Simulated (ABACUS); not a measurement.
KCl (Sylvite):

```
K Cl
1.0
     0.00000    3.14647    3.14647
     3.14647    0.00000    3.14647
     3.14647    3.14647    0.00000
K Cl
1 1
Direct
  0.00000 0.00000 0.00000
  0.50000 0.50000 0.50000
```

Base run:

* Program: ABACUS 3.10.1
* Functional: WC
* Potentials or basis: SG15 ONCV 1.2 PBE
* Cutoff: 1007 eV
* Density cutoff: 4027 eV
* Basis: plane waves
* k mesh: 6 × 6 × 6
* Occupations: fermi-dirac, width 0.05 eV
* Spin: no spin polarisation

Its results: band gap on the k mesh 5.10 eV, direct; pressure -0.2 GPa.

Q: The run is repeated on the same cell with these changes: functional from WC to TPSS; cutoff from 1007 eV to 1170 eV; density cutoff from 4027 eV to 4680 eV; k mesh from 6 × 6 × 6 to 4 × 4 × 4. What comes out?

A: Band gap on the k mesh 5.67 eV, direct; pressure 1.0 GPa.

Several settings changed at once, so the effect can't be laid on one alone.

Caveats: some runs use coarse meshes; the potentials were made for another functional, which shifts forces and pressure.

